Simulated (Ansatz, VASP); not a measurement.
# Sc in VASP and in Ansatz

```xyz
4
Lattice="5.4586 0.0000 0.0000 0.0000 5.4586 0.0000 0.0000 0.0000 3.4580" Properties=species:S:1:pos:R:3 pbc="T T T"
Sc    0.0000    2.7293    1.6160
Sc    2.7293    0.0000    1.8419
Sc    0.0000    0.0000    0.0000
Sc    2.7293    2.7293    0.0000
```

Change from the starting cell: volume scaled by 1.02.

Alike in both runs: task single point; functional PBE; k mesh 5 × 5 × 8; occupations fermi-dirac, width 0.05 eV; no spin polarisation.

|  | VASP | Ansatz |
| --- | --- | --- |
| version | VASP 6.6.1 | Ansatz 0.2.0 |
| potentials or method | VASP PAW PBE potentials, release 64 (Sc_sv) | Ansatz PAW |
| plane-wave cutoff (eV) | 520 | 420 |
| valence electrons in the cell | 44 | 44 |

Ansatz gave:

```
gap on the k mesh at the Fermi level (eV)       : none
pressure (GPa)                                  : -1.9
largest component of the traceless stress (GPa) : 0.44
rms of the force components (eV/Å)              : 0.090
```

Question: What did VASP give for the same quantities?

Answer: gap on the k mesh at the Fermi level (eV): none; pressure (GPa): -1.8; largest component of the traceless stress (GPa): 0.43; rms of the force components (eV/Å): 0.090.

Atom by atom the forces differ by 0.000 eV/Å (rms over components). A gap of «none» marks a metal or a gap that the smearing closes.
